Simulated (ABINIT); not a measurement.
# AlN (P6_3mc) in ABINIT: a series of runs

The runs below take AlN through single point, with PBE, PBE0.

Everything below comes from runs of ABINIT 10.8.3 (patched build). Logs are shortened: lines on timing, memory, paths and dates and some standing lists are left out, and cuts for length are marked. The log counts tension as positive stress, the text compression.

**What was measured.**

“Self-assembly of well-separated AlN nanowires directly on sputtered metallic TiN films”, 2019, arxiv:1910.07391 quotes, for a bulk crystal of AlN at 10 K: band gap 6.034 eV (an exciton energy, a little under the gap).

“Structural and optical properties of self-assembled AlN nanowires grown on SiO2/Si substrates by molecular beam epitaxy”, 2024, arxiv:2402.00216 quotes, for a bulk crystal of AlN at 0 K: band gap 6.0343 eV (an exciton energy, a little under the gap).

The runs below are set against these values where they give the same quantity.

## (1) Starting point

It takes space group P6_3mc (No. 186, hexagonal). Conventional cell: a = 3.113 Å, b = 3.113 Å, c = 4.981 Å, α = 90.00°, β = 90.00°, γ = 120.00°. Around Al (site symmetry 3m) lie 4 N at 1.89 Å. N (site symmetry 3m) is surrounded by 4 Al at 1.89 Å.

## (2) Single point, PBE

run.abi

```
# Pseudopotentials
pp_dirpath "./"
pseudos "Al.upf, N.upf"

# Structure
acell 5.882717426 5.882717426 9.4127258268
rprim
     1.0000000000     0.0000000000     0.0000000000
    -0.5000000000     0.8660254038     0.0000000000
     0.0000000000     0.0000000000     1.0000000000
ntypat 2
znucl 13 7
natom 4
typat 1 1 2 2
xred
     0.6666666667     0.3333333333     0.5000000000
     0.3333333333     0.6666666667     0.0000000000
     0.6666666667     0.3333333333     0.8800000000
     0.3333333333     0.6666666667     0.3800000000

# Plane-wave basis
ecut 35.0

# k points
kptopt 1
ngkpt 6 6 4
nshiftk 1
shiftk 0.0 0.0 0.0

# Exchange and correlation
ixc 11

# Bands and occupations
nband 10
occopt 1

# SCF cycle
nstep 100
tolvrs 1.0e-10
diemac 6.0

# Output
iomode 3
prtwf 0
prteig 0
prtebands 0
enunit 1
prtden 1
prtvha 1
prtvclmb 1
prtpot 1
prtelf 1
```

Potentials or basis: PseudoDojo NC SR PBE v0.4.1 standard.

Command:

```bash
> mpirun --bind-to none -np 8 abinit run.abi > log 2>&1
```

run.abo:

```text
.Version 10.8.3 of ABINIT
 Symmetries : space group P6_3 m c (#186); Bravais hP (primitive hexag.)
================================================================================
 Values of the parameters that define the memory need of the present run
     intxc =       0    ionmov =       0      iscf =       7    lmnmax =       6
     lnmax =       6     mgfft =      54  mpssoang =       3    mqgrid =    3001
     natom =       4  nloc_mem =       1    nspden =       1   nspinor =       1
    nsppol =       1      nsym =      12    n1xccc =    2501    ntypat =       2
    occopt =       1   xclevel =       2
       mpw =        2814          nfft =       55296          nkpt =          21
================================================================================
================================================================================

--------------------------------------------------------------------------------
------------- Echo of variables that govern the present computation ------------
--------------------------------------------------------------------------------
 -outvars: echo values of preprocessed input variables --------
            acell      5.8827174260E+00  5.8827174260E+00  9.4127258268E+00 Bohr
              amu      2.69815390E+01  1.40067400E+01
           diemac      6.00000000E+00
             ecut      3.50000000E+01 Hartree
           enunit           1
              ixc          11
         kptrlatt        6    0    0      0    6    0      0    0    4
          kptrlen      3.52963046E+01
            natom           4
            nband          10
            ngfft          32      32      54
             nkpt          21
            nstep         100
             nsym          12
           ntypat           2
        prtebands           0
           prteig           0
           prtelf           1
           prtpot           1
         prtvclmb           1
           prtvha           1
            prtwf           0
            rprim      1.0000000000E+00  0.0000000000E+00  0.0000000000E+00
                      -5.0000000000E-01  8.6602540380E-01  0.0000000000E+00
                       0.0000000000E+00  0.0000000000E+00  1.0000000000E+00
          spgroup         186
           tolvrs      1.00000000E-10
            typat      1  1  2  2
           xangst      1.5564999990E+00  8.9864569341E-01  2.4904999983E+00
                      -2.5325496290E-17  1.7972913868E+00  0.0000000000E+00
                       1.5564999990E+00  8.9864569341E-01  4.3832799970E+00
                      -2.5325496290E-17  1.7972913868E+00  1.8927799987E+00
            xcart      2.9413587130E+00  1.6981942448E+00  4.7063629134E+00
                      -4.7858251991E-17  3.3963884895E+00  0.0000000000E+00
                       2.9413587130E+00  1.6981942448E+00  8.2831987276E+00
                      -4.7858251991E-17  3.3963884895E+00  3.5768358142E+00
             xred      6.6666666667E-01  3.3333333333E-01  5.0000000000E-01
                       3.3333333333E-01  6.6666666667E-01  0.0000000000E+00
[... 135 lines left out ...]
 rms dE/dt=  1.3912E-02; max dE/dt=  2.4096E-02; dE/dt below (all hartree)
    1      -0.000000000000      0.000000000000      0.024096360513
    2       0.000000000000      0.000000000000      0.024096360513
    3       0.000000000000      0.000000000000     -0.024095604164
    4       0.000000000000      0.000000000000     -0.024095604164

 cartesian coordinates (angstrom) at end:
    1      1.55649999895463     0.89864569340626     2.49049999832074
    2     -0.00000000000000     1.79729138681251     0.00000000000000
    3      1.55649999895463     0.89864569340626     4.38327999704451
    4     -0.00000000000000     1.79729138681251     1.89277999872377

 cartesian forces (hartree/bohr) at end:
    1      0.00000000000000     0.00000000000000    -0.00255993670505
    2     -0.00000000000000    -0.00000000000000    -0.00255993670505
    3     -0.00000000000000    -0.00000000000000     0.00255993670505
    4     -0.00000000000000    -0.00000000000000     0.00255993670505
 frms,max,avg= 1.4779801E-03 2.5599367E-03   0.000E+00  0.000E+00 -4.018E-08 h/b

 cartesian forces (eV/Angstrom) at end:
    1      0.00000000000000     0.00000000000000    -0.13163723807143
    2     -0.00000000000000    -0.00000000000000    -0.13163723807143
    3     -0.00000000000000    -0.00000000000000     0.13163723807143
    4     -0.00000000000000    -0.00000000000000     0.13163723807143
 frms,max,avg= 7.6000795E-02 1.3163724E-01   0.000E+00  0.000E+00 -2.066E-06 e/A
 length scales=  5.882717426000  5.882717426000  9.412725826800 bohr
              =  3.112999997909  3.112999997909  4.980999996641 angstroms
 Fermi (or HOMO) energy (eV) =   5.31400   Average Vxc (eV)= -10.70503
 Eigenvalues (   eV  ) for nkpt=  21  k points:
 kpt#   1, nband= 10, wtk=  0.00694, kpt=  0.0000  0.0000  0.0000 (reduced coord)
  -9.83112   -7.68030   -0.66003    4.48334    4.48334    5.13407    5.13407    5.31400
   9.53462   11.99010
 prteigrs : prtvol=0 or 1, do not print more k-points.

--- !EnergyTerms
iteration_state     : {dtset: 1, }
comment             : Components of total free energy in Hartree
kinetic             :  1.63740923037856E+01
hartree             :  5.68892942383601E+00
xc                  : -8.49809852101346E+00
Ewald energy        : -2.17432241416936E+01
psp_core            :  1.05394762624273E+00
local_psp           : -1.71226646965944E+01
non_local_psp       : -1.34085471253684E+00
total_energy        : -2.55878727179739E+01
total_energy_eV     : -6.96281487741789E+02
band_energy         :  5.38430485371780E-02
...

 Cartesian components of stress tensor (hartree/bohr^3)
  sigma(1 1)= -7.38594925E-05  sigma(3 2)=  0.00000000E+00
  sigma(2 2)= -7.38594926E-05  sigma(3 1)=  0.00000000E+00
  sigma(3 3)= -1.28939645E-04  sigma(2 1)=  0.00000000E+00

-Cartesian components of stress tensor (GPa)         [Pressure=  2.7132E+00 GPa]
- sigma(1 1)= -2.17302129E+00  sigma(3 2)=  0.00000000E+00
- sigma(2 2)= -2.17302130E+00  sigma(3 1)=  0.00000000E+00
- sigma(3 3)= -3.79353533E+00  sigma(2 1)=  0.00000000E+00

== END DATASET(S) ==============================================================
================================================================================

 -outvars: echo values of variables after computation  --------
            acell      5.8827174260E+00  5.8827174260E+00  9.4127258268E+00 Bohr
           etotal     -2.5587872718E+01
            fcart      9.1544265283E-29  5.2853106203E-29 -2.5599367050E-03
                      -9.1544265283E-29 -5.2853106203E-29 -2.5599367050E-03
                      -0.0000000000E+00 -0.0000000000E+00  2.5599367050E-03
                      -0.0000000000E+00 -0.0000000000E+00  2.5599367050E-03
            rprim      1.0000000000E+00  0.0000000000E+00  0.0000000000E+00
                      -5.0000000000E-01  8.6602540380E-01  0.0000000000E+00
                       0.0000000000E+00  0.0000000000E+00  1.0000000000E+00
           strten     -7.3859492466E-05 -7.3859492598E-05 -1.2893964495E-04
                       0.0000000000E+00  0.0000000000E+00  0.0000000000E+00
           xangst      1.5564999990E+00  8.9864569341E-01  2.4904999983E+00
                      -2.5325496290E-17  1.7972913868E+00  0.0000000000E+00
                       1.5564999990E+00  8.9864569341E-01  4.3832799970E+00
                      -2.5325496290E-17  1.7972913868E+00  1.8927799987E+00
             xred      6.6666666667E-01  3.3333333333E-01  5.0000000000E-01
                       3.3333333333E-01  6.6666666667E-01  0.0000000000E+00
                       6.6666666667E-01  3.3333333333E-01  8.8000000000E-01
                       3.3333333333E-01  6.6666666667E-01  3.8000000000E-01
 Calculation completed.
```

Run time: 3.5 s. Hardware: 8 MPI ranks of Arm Neoverse V2, shared host; peak memory 0.48 GiB.

What came out:

```
Free energy                                           : -696.2815 eV
Pressure                                              : 2.7 GPa
Largest force                                         : 0.132 eV/Å
Band gap on the k mesh                                : 4.22 eV, direct
Valence electrons inside the program's atomic spheres : Al 1.10; N 5.38
```

Forces on the atoms (eV/Å):
```
Al   0.000  0.000 -0.132
Al   0.000  0.000 -0.132
N    0.000  0.000  0.132
N    0.000  0.000  0.132
```

Stress tensor (GPa, compression positive):
```
2.17 0.00 0.00
0.00 2.17 0.00
0.00 0.00 3.79
```

## (3) Single point, PBE0

Edit run.abi of step 2 so:

```diff
@@ -30,3 +30,3 @@
 # Exchange and correlation
-ixc 11
+ixc 41
 
@@ -37,5 +37,5 @@
 # SCF cycle
-nstep 100
-tolvrs 1.0e-10
+nstep 60
 diemac 6.0
+toldfe 1.0e-7
```

Potentials or basis: PseudoDojo NC SR PBE v0.4.1 standard.

Command:

```bash
> mpirun --bind-to none -np 8 abinit run.abi > log 2>&1
```

Run time: 18 min. Hardware: 8 MPI ranks of Arm Neoverse V2, shared host; peak memory 1.2 GiB.

Results (log left out):

```yaml
Free_energy: -696.3215 eV
Pressure: -1.9 GPa
Largest_force: 0.130 eV/Å
Band_gap_on_the_k_mesh: 6.27 eV, direct
Valence_electrons_inside_the_program's_atomic_spheres: Al 1.09; N 5.40
```

Forces in eV/Å, atoms in the order of the input:
```
Al   0.000  0.000 -0.130
Al   0.000  0.000 -0.130
N    0.000  0.000  0.130
N    0.000  0.000  0.130
```

Stress tensor (GPa, compression positive):
```
-2.49  0.00  0.00
 0.00 -2.49  0.00
 0.00  0.00 -0.87
```

Levels at points of the mesh, in eV from the valence-band top:
```csv
k point,band 5,band 6,band 7,band 8,band 9,band 10
"(0.00, 0.00, 0.00)",-0.93,-0.20,-0.20,0.00,6.27,8.85
"(0.50, 0.00, 0.00)",-3.64,-2.28,-1.90,-0.74,7.91,7.92
"(0.00, 0.00, 0.50)",-0.58,-0.58,-0.58,-0.58,8.67,8.67
"(0.50, 0.00, 0.50)",-1.59,-1.59,-1.48,-1.48,7.39,7.39
```

Caveat: the potentials were made for another functional, which shifts forces and pressure.

## (4) How close it comes

Step 2. Against the measured gap of AlN, 6.034 eV (an exciton energy, a little under the gap; 10 K; quoted in “Self-assembly of well-separated AlN nanowires directly on sputtered metallic TiN films”, 2019, arxiv:1910.07391), the calculated 4.22 eV is off by -1.81 eV. 2 values of this kind are on record (6.034 to 6.0343 eV); this one was drawn at random. The value is that of PBE, without temperature or zero-point motion. Semilocal functionals fall short of measured gaps as a rule.

Step 3. A measured gap of AlN is 6.0343 eV (an exciton energy, a little under the gap; 0 K; quoted in “Structural and optical properties of self-assembled AlN nanowires grown on SiO2/Si substrates by molecular beam epitaxy”, 2024, arxiv:2402.00216); the calculated 6.27 eV misses it by +0.24 eV. 2 values of this kind are on record (6.034 to 6.0343 eV); this one was drawn at random. The value is that of PBE0, without temperature or zero-point motion.
